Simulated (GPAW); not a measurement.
# Pt (P6_3/mmc) in GPAW: notebook

Aim: see how the results for Pt move with the level of theory and the settings. Levels: PBEsol+D3(BJ)+ATM, PBEsol+D4. Tasks: relaxation of cell and atoms.

All numbers are computed with GPAW 26.7.0; they aren't measurements. Logs are shortened: lines on timing, memory, paths and dates and some standing lists are left out, and cuts for length are marked. The log counts tension as positive stress, the text compression.

## 1. The crystal as given

Symmetry: P6_3/mmc, No. 194, hexagonal system. The conventional cell has a = 2.761 Å, b = 2.761 Å, c = 4.792 Å, α = 90.00°, β = 90.00°, γ = 120.00°. Pt (site symmetry -6m2) has 12 Pt at 2.76 to 2.88 Å as nearest neighbours.

This isn't the form of Pt at room conditions, which is fcc.

## 2. Relaxation of cell and atoms, PBEsol+D3(BJ)+ATM

Contents of run.py:

```python
from ase import Atoms
from ase.calculators.mixing import SumCalculator
from ase.filters import FrechetCellFilter
from ase.io import write
from ase.optimize import BFGS
from dftd3.ase import DFTD3
from gpaw import GPAW, PW, setup_paths

setup_paths.insert(0, '.')

atoms = Atoms(['Pt', 'Pt'],
              cell=[[2.7606656158, 0.0, 0.0],
                    [-1.3803328079, 2.3908065546, 0.0],
                    [0.0, 0.0, 4.792134]],
              scaled_positions=[[0.3333333333, 0.6666666667, 0.25],
                                [0.6666666667, 0.3333333333, 0.75]],
              pbc=True)

calc = GPAW(mode=PW(600),
            xc='PBEsol',
            kpts={'size': (8, 8, 4), 'gamma': True},
            occupations={'name': 'fermi-dirac', 'width': 0.05},
            nbands=29,
            convergence={'density': 1e-05, 'forces': 0.0001},
            maxiter=150,
            txt='gpaw.txt')
atoms.calc = SumCalculator([calc, DFTD3(damping='d3bj', params_tweaks=dict(method='pbesol', atm=True))])
opt = BFGS(FrechetCellFilter(atoms), trajectory='relax.traj', logfile='-')
done = opt.run(fmax=0.02, steps=60)
calc.write('gs.gpw')
write('result.traj', atoms)
print('Converged:', done)
print('Cell:', atoms.cell.cellpar().round(4))
print('Volume:', round(atoms.get_volume(), 4))
print(atoms.get_scaled_positions().round(5))
```

Potentials or basis: PAW data sets generated in the run's folder for this functional, pw.

Run with:

```bash
$ gpaw-setup -f PBEsol Pt
$ OMP_NUM_THREADS=1 python run.py
```

gpaw.txt:

```text
__  _  _
 | _ |_)|_||  |
 |__||  | ||/\| - 26.7.0

Input parameters:
  mode=PW(ecut=600.0),
  convergence={'density': 1e-05, 'forces': 0.0001},
  kpts=MonkhorstPack(size=(8, 8, 4), gamma=True),
  maxiter=150,
  nbands=29,
  occupations=Occupations(name='fermi-dirac', width=0.05),
  xc=XC(name='PBEsol')

Diagonalizing LCAO Hamiltonian
Converting LCAO to pw mode

          Pt

        Pt

Atoms  # Å, Bohr magnetons
|   | symbol |         x |        y |        z |    initial magnetic moments |
|---|--------|-----------|----------|----------|-----------------------------|
| 0 |     Pt | -0.000000 | 1.593871 | 1.198033 | ( 0.0000,  0.0000,  0.0000) |
| 1 |     Pt |  1.380333 | 0.796936 | 3.594100 | ( 0.0000,  0.0000,  0.0000) |

Unit cell  # Å
| periodic |         x |        y |        z |  lengths |     angles |
|----------|-----------|----------|----------|----------|------------|
|      yes |  2.760666 | 0.000000 | 0.000000 | 2.760666 |  90.000000 |
|      yes | -1.380333 | 2.390807 | 0.000000 | 2.760666 |  90.000000 |
|      yes |  0.000000 | 0.000000 | 4.792134 | 4.792134 | 120.000000 |

Number of symmetries: 12
Symmetry operations  # r_c * U_cc + t_c -> r_c
|    | kind |            matrix            |
|----|------|------------------------------|
|  0 |  σ   |  1, 1, 0,  0,-1, 0,  0, 0, 1 |
|  1 |  S6  |  1, 1, 0, -1, 0, 0,  0, 0,-1 |
|  2 |  E   |  1, 0, 0,  0, 1, 0,  0, 0, 1 |
|  3 |  C2  |  1, 0, 0, -1,-1, 0,  0, 0,-1 |
|  4 |  C2  |  0, 1, 0,  1, 0, 0,  0, 0,-1 |
|  5 |  C3  |  0, 1, 0, -1,-1, 0,  0, 0, 1 |
|  6 |  S6  |  0,-1, 0,  1, 1, 0,  0, 0,-1 |
|  7 |  σ   |  0,-1, 0, -1, 0, 0,  0, 0, 1 |
|  8 |  σ   | -1, 0, 0,  1, 1, 0,  0, 0, 1 |
[... 170 lines left out ...]
No gap
No difference between direct/indirect transitions

Stress tensor  # eV/Ang^3
|         x |         y |        z |
|-----------|-----------|----------|
|  0.059628 | -0.000000 | 0.000000 |
| -0.000000 |  0.059628 | 0.000000 |
|  0.000000 |  0.000000 | 0.078327 |

Forces  # eV/Ang
|       x |        y |        z |
|---------|----------|----------|
| 0.00000 | -0.00000 |  0.00000 |  # Pt   0
| 0.00000 |  0.00000 | -0.00000 |  # Pt   1

Interpolating wave functions to new cell

          Pt

        Pt

Atoms  # Å, Bohr magnetons
|   | symbol |         x |        y |        z |    initial magnetic moments |
|---|--------|-----------|----------|----------|-----------------------------|
| 0 |     Pt | -0.000000 | 1.577335 | 1.183055 | ( 0.0000,  0.0000,  0.0000) |
| 1 |     Pt |  1.366013 | 0.788668 | 3.549166 | ( 0.0000,  0.0000,  0.0000) |

Unit cell  # Å
| periodic |         x |        y |        z |  lengths |     angles |
|----------|-----------|----------|----------|----------|------------|
|      yes |  2.732025 | 0.000000 | 0.000000 | 2.732025 |  90.000000 |
|      yes | -1.366013 | 2.366003 | 0.000000 | 2.732025 |  90.000000 |
|      yes |  0.000000 | 0.000000 | 4.732221 | 4.732221 | 120.000000 |

Number of symmetries: 12
Symmetry operations  # r_c * U_cc + t_c -> r_c
|    | kind |            matrix            |
|----|------|------------------------------|
|  0 |  σ   |  1, 1, 0,  0,-1, 0,  0, 0, 1 |
|  1 |  S6  |  1, 1, 0, -1, 0, 0,  0, 0,-1 |
|  2 |  E   |  1, 0, 0,  0, 1, 0,  0, 0, 1 |
|  3 |  C2  |  1, 0, 0, -1,-1, 0,  0, 0,-1 |
|  4 |  C2  |  0, 1, 0,  1, 0, 0,  0, 0,-1 |
|  5 |  C3  |  0, 1, 0, -1,-1, 0,  0, 0, 1 |
|  6 |  S6  |  0,-1, 0,  1, 1, 0,  0, 0,-1 |
|  7 |  σ   |  0,-1, 0, -1, 0, 0,  0, 0, 1 |
|  8 |  σ   | -1, 0, 0,  1, 1, 0,  0, 0, 1 |
[... 172 lines left out ...]
Stress tensor  # eV/Ang^3
|         x |         y |         z |
|-----------|-----------|-----------|
|  0.007235 | -0.000000 |  0.000000 |
| -0.000000 |  0.007235 | -0.000000 |
|  0.000000 | -0.000000 |  0.033218 |

Forces  # eV/Ang
|       x |        y |        z |
|---------|----------|----------|
| 0.00000 |  0.00000 | -0.00002 |  # Pt   0
| 0.00000 | -0.00000 |  0.00002 |  # Pt   1

Interpolating wave functions to new cell

          Pt

        Pt

Atoms  # Å, Bohr magnetons
|   | symbol |         x |        y |        z |    initial magnetic moments |
|---|--------|-----------|----------|----------|-----------------------------|
| 0 |     Pt | -0.000000 | 1.562613 | 1.165234 | ( 0.0000,  0.0000,  0.0000) |
| 1 |     Pt |  1.353262 | 0.781306 | 3.495703 | ( 0.0000,  0.0000,  0.0000) |

Unit cell  # Å
| periodic |         x |        y |         z |  lengths |     angles |
|----------|-----------|----------|-----------|----------|------------|
|      yes |  2.706525 | 0.000000 | -0.000000 | 2.706525 |  90.000000 |
|      yes | -1.353262 | 2.343919 | -0.000000 | 2.706525 |  90.000000 |
|      yes |  0.000000 | 0.000000 |  4.660936 | 4.660936 | 120.000000 |

Number of symmetries: 12
Symmetry operations  # r_c * U_cc + t_c -> r_c
|    | kind |            matrix            |
|----|------|------------------------------|
|  0 |  σ   |  1, 1, 0,  0,-1, 0,  0, 0, 1 |
|  1 |  S6  |  1, 1, 0, -1, 0, 0,  0, 0,-1 |
|  2 |  E   |  1, 0, 0,  0, 1, 0,  0, 0, 1 |
|  3 |  C2  |  1, 0, 0, -1,-1, 0,  0, 0,-1 |
|  4 |  C2  |  0, 1, 0,  1, 0, 0,  0, 0,-1 |
|  5 |  C3  |  0, 1, 0, -1,-1, 0,  0, 0, 1 |
|  6 |  S6  |  0,-1, 0,  1, 1, 0,  0, 0,-1 |
|  7 |  σ   |  0,-1, 0, -1, 0, 0,  0, 0, 1 |
|  8 |  σ   | -1, 0, 0,  1, 1, 0,  0, 0, 1 |
[... 172 lines left out ...]
Stress tensor  # eV/Ang^3
|         x |         y |         z |
|-----------|-----------|-----------|
| -0.053663 |  0.000000 | -0.000000 |
|  0.000000 | -0.053663 |  0.000000 |
|  0.000000 |  0.000000 | -0.025636 |

Forces  # eV/Ang
|        x |        y |        z |
|----------|----------|----------|
| -0.00000 |  0.00000 | -0.00001 |  # Pt   0
|  0.00000 | -0.00000 |  0.00001 |  # Pt   1

Interpolating wave functions to new cell

          Pt

        Pt

Atoms  # Å, Bohr magnetons
|   | symbol |         x |        y |        z |    initial magnetic moments |
|---|--------|-----------|----------|----------|-----------------------------|
| 0 |     Pt | -0.000000 | 1.565344 | 1.164211 | ( 0.0000,  0.0000,  0.0000) |
| 1 |     Pt |  1.355628 | 0.782672 | 3.492635 | ( 0.0000,  0.0000,  0.0000) |

Unit cell  # Å
| periodic |         x |        y |         z |  lengths |     angles |
|----------|-----------|----------|-----------|----------|------------|
|      yes |  2.711255 | 0.000000 |  0.000000 | 2.711255 |  90.000000 |
|      yes | -1.355628 | 2.348016 | -0.000000 | 2.711255 |  90.000000 |
|      yes |  0.000000 | 0.000000 |  4.656846 | 4.656846 | 120.000000 |

Number of symmetries: 12
Symmetry operations  # r_c * U_cc + t_c -> r_c
|    | kind |            matrix            |
|----|------|------------------------------|
|  0 |  σ   |  1, 1, 0,  0,-1, 0,  0, 0, 1 |
|  1 |  S6  |  1, 1, 0, -1, 0, 0,  0, 0,-1 |
|  2 |  E   |  1, 0, 0,  0, 1, 0,  0, 0, 1 |
|  3 |  C2  |  1, 0, 0, -1,-1, 0,  0, 0,-1 |
|  4 |  C2  |  0, 1, 0,  1, 0, 0,  0, 0,-1 |
|  5 |  C3  |  0, 1, 0, -1,-1, 0,  0, 0, 1 |
|  6 |  S6  |  0,-1, 0,  1, 1, 0,  0, 0,-1 |
|  7 |  σ   |  0,-1, 0, -1, 0, 0,  0, 0, 1 |
|  8 |  σ   | -1, 0, 0,  1, 1, 0,  0, 0, 1 |
[... 172 lines left out ...]
Stress tensor  # eV/Ang^3
|         x |         y |         z |
|-----------|-----------|-----------|
| -0.046452 |  0.000000 |  0.000000 |
|  0.000000 | -0.046452 |  0.000000 |
|  0.000000 |  0.000000 | -0.023318 |

Forces  # eV/Ang
|        x |        y |        z |
|----------|----------|----------|
|  0.00000 | -0.00000 | -0.00001 |  # Pt   0
| -0.00000 |  0.00000 |  0.00001 |  # Pt   1

Interpolating wave functions to new cell

          Pt

        Pt

Atoms  # Å, Bohr magnetons
|   | symbol |         x |        y |        z |    initial magnetic moments |
|---|--------|-----------|----------|----------|-----------------------------|
| 0 |     Pt | -0.000000 | 1.572169 | 1.156827 | ( 0.0000,  0.0000,  0.0000) |
| 1 |     Pt |  1.361539 | 0.786085 | 3.470486 | ( 0.0000,  0.0000,  0.0000) |

Unit cell  # Å
| periodic |         x |        y |         z |  lengths |     angles |
|----------|-----------|----------|-----------|----------|------------|
|      yes |  2.723077 | 0.000000 |  0.000000 | 2.723077 |  90.000000 |
|      yes | -1.361539 | 2.358254 | -0.000000 | 2.723077 |  90.000000 |
|      yes |  0.000000 | 0.000000 |  4.627314 | 4.627314 | 120.000000 |

Number of symmetries: 12
Symmetry operations  # r_c * U_cc + t_c -> r_c
|    | kind |            matrix            |
|----|------|------------------------------|
|  0 |  σ   |  1, 1, 0,  0,-1, 0,  0, 0, 1 |
|  1 |  S6  |  1, 1, 0, -1, 0, 0,  0, 0,-1 |
|  2 |  E   |  1, 0, 0,  0, 1, 0,  0, 0, 1 |
|  3 |  C2  |  1, 0, 0, -1,-1, 0,  0, 0,-1 |
|  4 |  C2  |  0, 1, 0,  1, 0, 0,  0, 0,-1 |
|  5 |  C3  |  0, 1, 0, -1,-1, 0,  0, 0, 1 |
|  6 |  S6  |  0,-1, 0,  1, 1, 0,  0, 0,-1 |
|  7 |  σ   |  0,-1, 0, -1, 0, 0,  0, 0, 1 |
|  8 |  σ   | -1, 0, 0,  1, 1, 0,  0, 0, 1 |
[... 172 lines left out ...]
Stress tensor  # eV/Ang^3
|         x |         y |         z |
|-----------|-----------|-----------|
| -0.034707 |  0.000000 | -0.000000 |
|  0.000000 | -0.034707 |  0.000000 |
| -0.000000 |  0.000000 | -0.028672 |

Forces  # eV/Ang
|        x |        y |        z |
|----------|----------|----------|
|  0.00000 |  0.00000 |  0.00001 |  # Pt   0
| -0.00000 | -0.00000 | -0.00001 |  # Pt   1

Interpolating wave functions to new cell

          Pt

        Pt

Atoms  # Å, Bohr magnetons
|   | symbol |         x |        y |        z |    initial magnetic moments |
|---|--------|-----------|----------|----------|-----------------------------|
| 0 |     Pt | -0.000000 | 1.573473 | 1.153386 | ( 0.0000,  0.0000,  0.0000) |
| 1 |     Pt |  1.362668 | 0.786737 | 3.460160 | ( 0.0000,  0.0000,  0.0000) |

Unit cell  # Å
| periodic |         x |        y |         z |  lengths |     angles |
|----------|-----------|----------|-----------|----------|------------|
|      yes |  2.725336 | 0.000000 |  0.000000 | 2.725336 |  90.000000 |
|      yes | -1.362668 | 2.360210 | -0.000000 | 2.725336 |  90.000000 |
|      yes |  0.000000 | 0.000000 |  4.613546 | 4.613546 | 120.000000 |

Number of symmetries: 12
Symmetry operations  # r_c * U_cc + t_c -> r_c
|    | kind |            matrix            |
|----|------|------------------------------|
|  0 |  σ   |  1, 1, 0,  0,-1, 0,  0, 0, 1 |
|  1 |  S6  |  1, 1, 0, -1, 0, 0,  0, 0,-1 |
|  2 |  E   |  1, 0, 0,  0, 1, 0,  0, 0, 1 |
|  3 |  C2  |  1, 0, 0, -1,-1, 0,  0, 0,-1 |
|  4 |  C2  |  0, 1, 0,  1, 0, 0,  0, 0,-1 |
|  5 |  C3  |  0, 1, 0, -1,-1, 0,  0, 0, 1 |
|  6 |  S6  |  0,-1, 0,  1, 1, 0,  0, 0,-1 |
|  7 |  σ   |  0,-1, 0, -1, 0, 0,  0, 0, 1 |
|  8 |  σ   | -1, 0, 0,  1, 1, 0,  0, 0, 1 |
[... 171 lines left out ...]
Stress tensor  # eV/Ang^3
|         x |         y |         z |
|-----------|-----------|-----------|
| -0.034986 |  0.000000 |  0.000000 |
|  0.000000 | -0.034986 |  0.000000 |
| -0.000000 | -0.000000 | -0.034485 |

Forces  # eV/Ang
|        x |        y |        z |
|----------|----------|----------|
|  0.00000 |  0.00000 | -0.00000 |  # Pt   0
| -0.00000 | -0.00000 |  0.00000 |  # Pt   1

Interpolating wave functions to new cell

          Pt

        Pt

Atoms  # Å, Bohr magnetons
|   | symbol |         x |        y |        z |    initial magnetic moments |
|---|--------|-----------|----------|----------|-----------------------------|
| 0 |     Pt | -0.000000 | 1.573386 | 1.152740 | ( 0.0000,  0.0000,  0.0000) |
| 1 |     Pt |  1.362592 | 0.786693 | 3.458225 | ( 0.0000,  0.0000,  0.0000) |

Unit cell  # Å
| periodic |         x |        y |         z |  lengths |     angles |
|----------|-----------|----------|-----------|----------|------------|
|      yes |  2.725184 | 0.000000 |  0.000000 | 2.725184 |  90.000000 |
|      yes | -1.362592 | 2.360079 | -0.000000 | 2.725184 |  90.000000 |
|      yes |  0.000000 | 0.000000 |  4.610965 | 4.610965 | 120.000000 |

Number of symmetries: 12
Symmetry operations  # r_c * U_cc + t_c -> r_c
|    | kind |            matrix            |
|----|------|------------------------------|
|  0 |  σ   |  1, 1, 0,  0,-1, 0,  0, 0, 1 |
|  1 |  S6  |  1, 1, 0, -1, 0, 0,  0, 0,-1 |
|  2 |  E   |  1, 0, 0,  0, 1, 0,  0, 0, 1 |
|  3 |  C2  |  1, 0, 0, -1,-1, 0,  0, 0,-1 |
|  4 |  C2  |  0, 1, 0,  1, 0, 0,  0, 0,-1 |
|  5 |  C3  |  0, 1, 0, -1,-1, 0,  0, 0, 1 |
|  6 |  S6  |  0,-1, 0,  1, 1, 0,  0, 0,-1 |
|  7 |  σ   |  0,-1, 0, -1, 0, 0,  0, 0, 1 |
|  8 |  σ   | -1, 0, 0,  1, 1, 0,  0, 0, 1 |
[... 169 lines left out ...]
Stress tensor  # eV/Ang^3
|         x |         y |         z |
|-----------|-----------|-----------|
| -0.036010 |  0.000000 |  0.000000 |
|  0.000000 | -0.036010 | -0.000000 |
|  0.000000 | -0.000000 | -0.036167 |

Forces  # eV/Ang
|       x |        y |        z |
|---------|----------|----------|
| 0.00000 | -0.00000 | -0.00003 |  # Pt   0
| 0.00000 |  0.00000 |  0.00003 |  # Pt   1

# Writing to gs.gpw (mode='')
```

Run time: 1.9 min. Hardware: 1 thread of Arm Neoverse V1, shared host; peak memory 0.25 GiB.

What came out:

```yaml
Free_energy: -15.7363 eV
Relaxed_volume: 14.83 Å³/atom
Relaxed_cell: a = 2.725 Å, b = 2.725 Å, c = 4.611 Å, α = 90.00°, β = 90.00°, γ = 120.00°
Space_group_after_relaxing_to_0.05_Å: P6_3/mmc (No. 194)
Energy_gained_by_relaxing: 55.6 meV/atom
Ionic_steps: 7
Pressure_after_relaxing: 0.0 GPa
Band_gap_on_the_k_mesh: none (metal or under the smearing width)
Dispersion_energy_per_atom: -0.648 eV
```

Step by step:
| step | energy change (eV) | largest force (eV/Å) | pressure (GPa) | volume (Å³) |
| --- | --- | --- | --- | --- |
| 1 | 0.0000 | 0.0000 | -15.81 | 31.63 |
| 2 | -0.0800 | 0.0000 | -8.08 | 30.59 |
| 3 | -0.1064 | 0.0000 | 1.26 | 29.57 |
| 4 | -0.1081 | 0.0000 | 0.39 | 29.65 |
| 5 | -0.1110 | 0.0000 | -0.55 | 29.72 |
| 6 | -0.1112 | 0.0000 | -0.22 | 29.68 |
| 7 | -0.1112 | 0.0000 | -0.03 | 29.66 |

Final structure:
```xyz
2
Lattice="2.7252 0.0000 0.0000 -1.3626 2.3601 0.0000 0.0000 0.0000 4.6110" Properties=species:S:1:pos:R:3 pbc="T T T"
Pt    0.0000    1.5734    1.1527
Pt    1.3626    0.7867    3.4582
```

Caveat: later steps reuse the first step's grids; pairwise dispersion overbinds metals, which lowers pressure and volume. Spin-orbit coupling is left out, which matters for the levels of Pt.

(Part 1 of 2 ends here.)
